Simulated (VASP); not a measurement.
# WS2 in VASP: a series of runs

One slab, WS2, is run at these levels: LDA; tasks: Born charges and dielectric tensor, optical spectrum, density of states, electric field gradients, core levels.

Program: VASP 6.6.1. These are calculated values, not measurements. Logs are shortened: lines on timing, memory, paths and dates and some standing lists are left out, and cuts for length are marked.

## 1. Starting point

The cell holds a slab with vacuum, 3 atoms: a = 3.184 Å, b = 3.184 Å, c = 16.951 Å, α = 90.00°, β = 90.00°, γ = 120.00°.

## 2. Born charges and dielectric tensor, LDA

INCAR

```
  PREC = Accurate
  ENCUT = 520
  EDIFF = 1E-8
  ISMEAR = 0
  SIGMA = 0.02
  LREAL = False
  LASPH = True
  NELM = 60
  ALGO = Fast
  ISIF = 2
  LWAVE = False
  LCHARG = False
  GGA = CA
  LEPSILON = True
  IBRION = 8
```

KPOINTS

```
regular mesh
0
Gamma
  10 10 2
```

POSCAR

```
WS2
1.0
    3.1835163552      0.0000000000      0.0000000000
   -1.5917581776      2.7570060369      0.0000000000
    0.0000000000      0.0000000000     16.9505778900
W S
1 2
Direct
    0.0000000000      0.0000000000      0.0000000000
    0.3333333333      0.6666666667      0.0920005100
    0.3333333333      0.6666666667      0.9079994900
```

Potentials or basis: VASP PAW LDA potentials, release 64 (W_sv, S).

On the command line:

```sh
cat potpaw_LDA.64/W_sv/POTCAR potpaw_LDA.64/S/POTCAR > POTCAR
mpirun -np 1 vasp_std > vasp.out
```

OUTCAR:

```text
PREC = Accurate
   ENCUT = 520
   EDIFF = 1E-8
   ISMEAR = 0
   LREAL = False
   LASPH = True
   NELM = 60
   ISIF = 2
   GGA = CA
   LEPSILON = True
   IBRION = 8

 ion  position               nearest neighbor table
   1  0.000  0.000  0.000-   2 2.41   3 2.41   2 2.41   3 2.41   2 2.41   3 2.41
   2  0.333  0.667  0.092-   1 2.41   1 2.41   1 2.41
   3  0.333  0.667  0.908-   1 2.41   1 2.41   1 2.41

  LATTYP: Found a hexagonal cell.
 ALAT       =     3.1835163552
 C/A-ratio  =     5.3244827413

  Lattice vectors:

 A1 = (   3.1835163552,   0.0000000000,   0.0000000000)
 A2 = (  -1.5917581776,   2.7570060369,   0.0000000000)
 A3 = (   0.0000000000,   0.0000000000,  16.9505778900)

Analysis of symmetry for initial positions (statically):
=====================================================================
 Subroutine PRICEL returns:
 Original cell was already a primitive cell.

 Routine SETGRP: Setting up the symmetry group for a
 hexagonal supercell.

 Subroutine GETGRP returns: Found 12 space group operations
 (whereof 12 operations were pure point group operations)
 out of a pool of 24 trial point group operations.

The static configuration has the point symmetry D_3h.

Analysis of symmetry for dynamics (positions and initial velocities):
=====================================================================
 Subroutine PRICEL returns:
 Original cell was already a primitive cell.

 Routine SETGRP: Setting up the symmetry group for a
 hexagonal supercell.

 Subroutine GETGRP returns: Found 12 space group operations
 (whereof 12 operations were pure point group operations)
 out of a pool of 24 trial point group operations.

The dynamic configuration has the point symmetry D_3h.

 Subroutine INISYM returns: Found 12 space group operations
 (whereof 12 operations are pure point group operations),
 and found     1 'primitive' translations

----------------------------------------------------------------------------------------

                                     Primitive cell

  volume of cell :     148.7748

  direct lattice vectors                    reciprocal lattice vectors
     3.183516355  0.000000000  0.000000000     0.314118066  0.181356150  0.000000000
    -1.591758178  2.757006037  0.000000000     0.000000000  0.362712300  0.000000000
     0.000000000  0.000000000 16.950577890     0.000000000  0.000000000  0.058995039

  length of vectors
     3.183516355  3.183516355 16.950577890     0.362712300  0.362712300  0.058995039

  position of ions in fractional coordinates (direct lattice)
     0.000000000  0.000000000  0.000000000
     0.333333333  0.666666667  0.092000510
     0.333333333  0.666666667  0.907999490

  ion indices of the primitive-cell ions
   primitive index   ion index
                 1           1
                 2           2
                 3           3

----------------------------------------------------------------------------------------

 KPOINTS: regular mesh

Automatic generation of k-mesh.
 Grid dimensions read from file:
 generate k-points for:   10   10    2

 Generating k-lattice:

[... 655 lines left out ...]

 PIEZOELECTRIC TENSOR FIELD DIRECTION 3  (C/m^2)
 -----------------------------------------------------------------------------
     0.00000 -0.00000  0.00000
    -0.00000  0.00000 -0.00000
     0.00000  0.00000  0.00000

--------------------------------------- Ionic step        4  -------------------------------------------

------------------------ aborting loop because EDIFF is reached ----------------------------------------

[... ionic steps 5 to 5 ...]

--------------------------------------- Ionic step        6  -------------------------------------------

------------------------ aborting loop because EDIFF is reached ----------------------------------------

--------------------------------------- Ionic step        7  -------------------------------------------

------------------------ aborting loop because EDIFF is reached ----------------------------------------

[... ionic steps 8 to 8 ...]

--------------------------------------- Ionic step        9  -------------------------------------------

 Free energy of the ion-electron system (eV)
  ---------------------------------------------------
  ---------------------------------------------------
  free energy    TOTEN  =        -0.15110976 eV

  energy without entropy =       -0.15110976

------------------------ aborting loop because EDIFF is reached ----------------------------------------

 INTERNAL STRAIN TENSOR  FOR ION    2  DIRECTION 3   (eV/Angst):
 -----------------------------------------------------------------------------
   -10.96103 -0.00000 -0.00000
     0.00000-10.96103  0.00000
    -0.00000  0.00000-30.94848

 MACROSCOPIC STATIC DIELECTRIC TENSOR (including local field effects in DFT)
 ------------------------------------------------------
           5.631016    -0.000000     0.000000
           0.000000     5.631016     0.000000
           0.000000     0.000000     1.429568
 ------------------------------------------------------

 PIEZOELECTRIC TENSOR (including local field effects)  for field in x, y, z        (e  Angst)
          XX          YY          ZZ          XY          YZ          ZX
  --------------------------------------------------------------------------------
  x    -0.00000    -0.00000     0.00000     1.30623     0.00000     0.00000
  y     1.30623    -1.30623     0.00000     0.00000     0.00000     0.00000
  z     0.00000     0.00000     0.00000     0.00000     0.00000    -0.00000

 PIEZOELECTRIC TENSOR (including local field effects)  for field in x, y, z        (C/m^2)
          XX          YY          ZZ          XY          YZ          ZX
  --------------------------------------------------------------------------------
  x    -0.00000    -0.00000     0.00000     0.14067     0.00000     0.00000
  y     0.14067    -0.14067     0.00000     0.00000     0.00000     0.00000
  z     0.00000     0.00000     0.00000     0.00000     0.00000    -0.00000

 BORN EFFECTIVE CHARGES (including local field effects) (in |e|, cummulative output)
 ---------------------------------------------------------------------------------
 ion    1
    1    -0.58893     0.00000     0.00000
    2     0.00000    -0.58893     0.00000
    3     0.00000     0.00000    -0.09039
 ion    2
    1     0.29446     0.00000     0.00000
    2    -0.00000     0.29446     0.00000
    3     0.00000     0.00000     0.04520
 ion    3
    1     0.29446     0.00000     0.00000
    2     0.00000     0.29446    -0.00000
    3     0.00000     0.00000     0.04520

 INTERNAL STRAIN TENSOR FOR ION    3 for displacements in x,y,z  (eV/Angst):
          X           Y           Z          XY          YZ          ZX
  --------------------------------------------------------------------------------
  x     0.00000     0.00000     0.00000     3.05436     0.00000    14.23287
  y     3.05436    -3.05436     0.00000     0.00000    15.55878     0.00000
  z    10.96103    10.96103    30.94848     0.00000     0.00000     0.00000

 SECOND DERIVATIVES (NOT SYMMETRIZED)
 ------------------------------------
               1X          1Y          1Z          2X          2Y          2Z          3X          3Y          3Z
  1X   -20.866810    0.000000    0.000000   10.433405    0.000000    0.000000   10.433405    0.000000    0.000000
  1Y     0.000000  -20.866810    0.000000    0.000000   10.433405    0.000000    0.000000   10.433405    0.000000
  1Z    -0.000000    0.000000  -31.603372   -0.000000   -0.000000   15.801686    0.000000    0.000000   15.801686
  2X    10.441535    0.000000    0.000000  -10.108831    0.000000    0.000000   -0.332704    0.000000   -0.000000
  2Y     0.000000   10.441535    0.000000    0.000000  -10.108831    0.000000    0.000000   -0.332704   -0.000000
  2Z     0.000000    0.000000   15.807807    0.000000    0.000000  -17.716514    0.000000    0.000000    1.908706
  3X    10.441535    0.000000    0.000000   -0.332704    0.000000    0.000000  -10.108831    0.000000   -0.000000
  3Y     0.000000   10.441535   -0.000000    0.000000   -0.332704    0.000000    0.000000  -10.108831    0.000000
  3Z     0.000000   -0.000000   15.807807    0.000000    0.000000    1.908706   -0.000000   -0.000000  -17.716514

 Eigenvectors and eigenvalues of the dynamical matrix
 ----------------------------------------------------

   1 f  =   12.747372 THz    80.094102 2PiTHz  425.206567 cm-1    52.718872 meV
             X         Y         Z           dx          dy          dz
      0.000000  0.000000  0.000000    -0.000000    0.000000   -0.508470
     -0.000000  1.838004  1.559462     0.000000   -0.000000    0.608875
     -0.000000  1.838004 15.391116     0.000000   -0.000000    0.608875
[... 43 lines left out ...]
   9 f/i=    0.001766 THz     0.011098 2PiTHz    0.058917 cm-1     0.007305 meV
             X         Y         Z           dx          dy          dz
      0.000000  0.000000  0.000000    -0.856837   -0.085815    0.000000
     -0.000000  1.838004  1.559462    -0.357701   -0.035825    0.000000
     -0.000000  1.838004 15.391116    -0.357701   -0.035825    0.000000

--------------------------------------------------------------------------------------------------------

 MACROSCOPIC STATIC DIELECTRIC TENSOR IONIC CONTRIBUTION
 ------------------------------------------------------
           0.020211    -0.000000     0.000000
          -0.000000     0.020211    -0.000000
           0.000000    -0.000000     0.000314
 ------------------------------------------------------

 ELASTIC MODULI CONTR FROM IONIC RELAXATION (kBar)
 Direction    XX          YY          ZZ          XY          YZ          ZX
 --------------------------------------------------------------------------------
 XX        -148.9423   -114.7695   -372.2952      0.0000      0.0000      0.0000
 YY        -114.7695   -148.9423   -372.2952      0.0000      0.0000     -0.0000
 ZZ        -372.2952   -372.2952  -1051.1760      0.0000      0.0000     -0.0000
 XY           0.0000      0.0000      0.0000    -17.0864      0.0000     -0.0000
 YZ           0.0000      0.0000      0.0000      0.0000   -533.3297     -0.0000
 ZX           0.0000     -0.0000     -0.0000     -0.0000     -0.0000   -446.3025
 --------------------------------------------------------------------------------

 PIEZOELECTRIC TENSOR IONIC CONTR  for field in x, y, z        (C/m^2)
          XX          YY          ZZ          XY          YZ          ZX
  --------------------------------------------------------------------------------
  x    -0.00000    -0.00000    -0.00000     0.01749    -0.00000     0.00000
  y     0.01749    -0.01749    -0.00000    -0.00000     0.00000    -0.00000
  z    -0.00000    -0.00000    -0.00000     0.00000     0.00000    -0.00000
```

It took 39 min on 1 thread of Intel Xeon Platinum 8488C (Sapphire Rapids), shared host; peak memory 0.74 GiB.

What came out:

| Quantity | Value |
| --- | --- |
| Band gap on the k mesh | 1.99 eV, indirect (least direct gap 2.15 eV) |
| Electronic dielectric tensor (diagonal) | 5.63, 5.63, 1.43 |
| Born charges (mean of the diagonal) | W -0.42; S +0.21 e |
| Highest phonon frequency at Γ, LO-TO splitting left out | 425 cm⁻¹ |

Phonon frequencies in cm⁻¹ (negative: imaginary):
```
              q point                    frequencies
(0.000, 0.000, 0.000)  0 0 0 288 288 346 346 408 425
```

Electronic dielectric tensor:
```
5.63 0.00 0.00
0.00 5.63 0.00
0.00 0.00 1.43
```

Born effective charge tensors (e):
atom 1, W
```
-0.59  0.00  0.00
 0.00 -0.59  0.00
 0.00  0.00 -0.09
```
atom 2, S
```
0.29 0.00 0.00
0.00 0.29 0.00
0.00 0.00 0.05
```
atom 3, S
```
0.29 0.00 0.00
0.00 0.29 0.00
0.00 0.00 0.05
```

Caveat: spin-orbit coupling is left out, which moves the levels of the heavy elements. Expect the measured gap to be larger: semilocal functionals such as LDA lack the derivative discontinuity.

## 3. Optical spectrum, LDA

INCAR

```
PREC = Accurate
ENCUT = 520
EDIFF = 1E-7
ISMEAR = 0
SIGMA = 0.02
LREAL = False
LASPH = True
NELM = 80
ALGO = Normal
ISIF = 2
LWAVE = False
LCHARG = False
GGA = CA
LOPTICS = True
NBANDS = 45
NEDOS = 2000
CSHIFT = 0.1
```

KPOINTS is that of step 2.

POSCAR is that of step 2.

Potentials or basis: VASP PAW LDA potentials, release 64 (W_sv, S).

On the command line:

```sh
cat potpaw_LDA.64/W_sv/POTCAR potpaw_LDA.64/S/POTCAR > POTCAR
mpirun -np 1 vasp_std > vasp.out
```

OUTCAR:

```text
PREC = Accurate
   ENCUT = 520
   EDIFF = 1E-7
   ISMEAR = 0
   LREAL = False
   LASPH = True
   NELM = 80
   ISIF = 2
   GGA = CA

 ion  position               nearest neighbor table
   1  0.000  0.000  0.000-   2 2.41   3 2.41   2 2.41   3 2.41   2 2.41   3 2.41
   2  0.333  0.667  0.092-   1 2.41   1 2.41   1 2.41
   3  0.333  0.667  0.908-   1 2.41   1 2.41   1 2.41

  LATTYP: Found a hexagonal cell.
 ALAT       =     3.1835163552
 C/A-ratio  =     5.3244827413

  Lattice vectors:

 A1 = (   3.1835163552,   0.0000000000,   0.0000000000)
 A2 = (  -1.5917581776,   2.7570060369,   0.0000000000)
 A3 = (   0.0000000000,   0.0000000000,  16.9505778900)

Analysis of symmetry for initial positions (statically):
=====================================================================
 Subroutine PRICEL returns:
 Original cell was already a primitive cell.

 Routine SETGRP: Setting up the symmetry group for a
 hexagonal supercell.

 Subroutine GETGRP returns: Found 12 space group operations
[... 873 lines left out ...]
      0.00000      0.00000      0.00000         0.000000      0.000000      0.000000
     -0.00000      1.83800      1.55946        -0.000000     -0.000000     -0.357748
     -0.00000      1.83800     15.39112        -0.000000      0.000000      0.357748
 -----------------------------------------------------------------------------------
    total drift:                                0.000000     -0.000000     -0.000000

  FREE ENERGIE OF THE ION-ELECTRON SYSTEM (eV)
  ---------------------------------------------------
  free  energy   TOTEN  =       -26.1165493466 eV

  energy  without entropy=      -26.1165493466  energy(sigma->0) =      -26.11654935

 electrical conductivity sigma (Mega S m-1) (frequency dependency in vasprun.xml)
  --------------------------------------------------------------------------------------
       0.000       0.000      -0.000
       0.000       0.000       0.000
      -0.000      -0.000       0.000

  frequency dependent IMAGINARY DIELECTRIC FUNCTION (independent particle, no local field effects) density-density
     E(ev)      X         Y         Z        XY        YZ        ZX
  --------------------------------------------------------------------------------------------------------------
     0.00000     0.00000     0.00000     0.00000     0.00000     0.00000     0.00000
     1.17470     0.13839     0.13839     0.01606    -0.00000     0.00000    -0.00000
     2.34940     1.92756     1.92756     0.04785     0.00000     0.00000    -0.00000
     3.52410     4.36466     4.36466     0.97725    -0.00000     0.00000    -0.00000
     4.69880     4.75144     4.75144     1.82476    -0.00000     0.00000    -0.00000
     5.87351     2.60517     2.60517     7.04436     0.00000     0.00000    -0.00000
[... 92 lines left out ...]
   115.12072     0.00003     0.00003     0.00003    -0.00000     0.00000     0.00000
   116.29542     0.00003     0.00003     0.00003    -0.00000     0.00000     0.00000

  frequency dependent      REAL DIELECTRIC FUNCTION (independent particle, no local field effects) density-density
     E(ev)        X           Y           Z          XY          YZ          ZX
  --------------------------------------------------------------------------------------------------------------
     0.00000     5.91605     5.91605     3.53029    -0.00000     0.00000     0.00000
     1.17470     6.56918     6.56918     3.61974    -0.00000     0.00000     0.00000
     2.34940     7.28145     7.28145     3.96086     0.00000     0.00000     0.00000
     3.52410     2.16293     2.16293     4.80508     0.00000     0.00000     0.00000
     4.69880     0.49422     0.49422     6.25718     0.00000     0.00000     0.00000
     5.87351     0.66720     0.66720     4.73761     0.00000     0.00000     0.00000
[... 92 lines left out ...]
   115.12072     0.98453     0.98453     0.98438     0.00000    -0.00000    -0.00000
   116.29542     0.98486     0.98486     0.98471     0.00000    -0.00000    -0.00000

  frequency dependent IMAGINARY DIELECTRIC FUNCTION (independent particle, no local field effects) current-current
     E(ev)      X         Y         Z        XY        YZ        ZX
  --------------------------------------------------------------------------------------------------------------
     0.00000    16.73954    16.73954     8.61690    -0.00000    -0.00000    -0.00000
     1.17470     1.08599     1.08599     0.46206    -0.00000    -0.00000    -0.00000
     2.34940     2.45492     2.45492     0.29989    -0.00000    -0.00000    -0.00000
     3.52410     4.42558     4.42558     1.19409    -0.00000    -0.00000    -0.00000
     4.69880     4.72991     4.72991     2.05086     0.00000    -0.00000    -0.00000
     5.87351     2.59378     2.59378     7.17375     0.00000    -0.00000    -0.00000
[... 92 lines left out ...]
   115.12072     0.00000     0.00000     0.00000    -0.00000    -0.00000     0.00000
   116.29542     0.00000     0.00000     0.00000    -0.00000    -0.00000     0.00000

  frequency dependent      REAL DIELECTRIC FUNCTION (independent particle, no local field effects) current-current
     E(ev)        X           Y           Z          XY          YZ          ZX
  --------------------------------------------------------------------------------------------------------------
     0.00000     5.89900     5.89900     3.52789     0.00000    -0.00000     0.00000
     1.17470     6.54252     6.54252     3.61686     0.00000    -0.00000     0.00000
     2.34940     7.12698     7.12698     3.95664     0.00000    -0.00000     0.00000
     3.52410     1.91527     1.91527     4.74870     0.00000    -0.00000     0.00000
     4.69880     0.29449     0.29449     6.17982     0.00000    -0.00000     0.00000
     5.87351     0.58198     0.58198     4.49359    -0.00000    -0.00000     0.00000
[... 92 lines left out ...]
   115.12072     0.98454     0.98454     0.98439     0.00000     0.00000    -0.00000
   116.29542     0.98486     0.98486     0.98471     0.00000     0.00000    -0.00000
```

stdout:

```text
POSCAR found type information on POSCAR W S
 POSCAR found :  2 types and       3 ions
 scaLAPACK will be used
 LDA part: xc-table for (Slater(with rela. corr.)+CA(PZ))
 , standard interpolation
 POSCAR, INCAR and KPOINTS ok, starting setup
 FFT: planning ... GRIDC
 FFT: planning ... GRID_SOFT
 FFT: planning ... GRID
 WAVECAR not read
 entering main loop
 optical routines
 imaginary and real dielectric function
 recalculating local potential from charge density
 direction            1
 direction            2
 direction            3
```

It took 4.9 min on 1 thread of Intel Xeon Platinum 8488C (Sapphire Rapids), shared host; peak memory 0.39 GiB.

Results:

```
Free energy            : -26.1165 eV
Largest force          : 0.358 eV/Å
Band gap on the k mesh : 1.99 eV, indirect (least direct gap 2.15 eV)
```

Forces on the atoms (eV/Å):
```
W    0.000  0.000  0.000
S    0.000  0.000 -0.358
S    0.000  0.000  0.358
```

Dielectric function (mean over the directions given):
| energy (eV) | real part | imaginary part |
| --- | --- | --- |
| 0.29 | 5.15 | 0.02 |
| 0.94 | 5.40 | 0.07 |
| 1.64 | 6.30 | 0.25 |
| 2.29 | 5.65 | 1.64 |
| 3.00 | 5.75 | 6.60 |
| 3.64 | 3.59 | 3.33 |
| 4.35 | 2.01 | 4.34 |
| 4.99 | 3.36 | 3.30 |
| 5.70 | 2.40 | 4.00 |
| 6.34 | 0.14 | 3.92 |
| 7.05 | -0.33 | 2.73 |
| 7.75 | 0.21 | 1.90 |
| 8.40 | 1.05 | 2.75 |
| 9.10 | 0.61 | 2.38 |
| 9.75 | 0.39 | 1.90 |
| 10.45 | -0.61 | 1.71 |
| 11.10 | 0.07 | 1.43 |
| 11.81 | -0.15 | 1.33 |
| 12.45 | -0.01 | 1.03 |
| 13.16 | 0.08 | 1.17 |
| 13.86 | -0.08 | 0.83 |
| 14.51 | -0.04 | 0.69 |
| 15.21 | 0.06 | 0.48 |
| 15.86 | 0.04 | 0.46 |
| 16.56 | 0.17 | 0.38 |
| 17.21 | 0.25 | 0.29 |
| 17.91 | 0.28 | 0.28 |
| 18.56 | 0.36 | 0.18 |
| 19.27 | 0.40 | 0.13 |
| 19.97 | 0.44 | 0.13 |

Caveat: spectra need much finer meshes, so this one isn't converged; independent-particle spectra lack excitons; spin-orbit coupling is left out, which moves the levels of the heavy elements. As with any semilocal functional, this LDA gap is likely too small.

(Continued in part 2 of 3.)
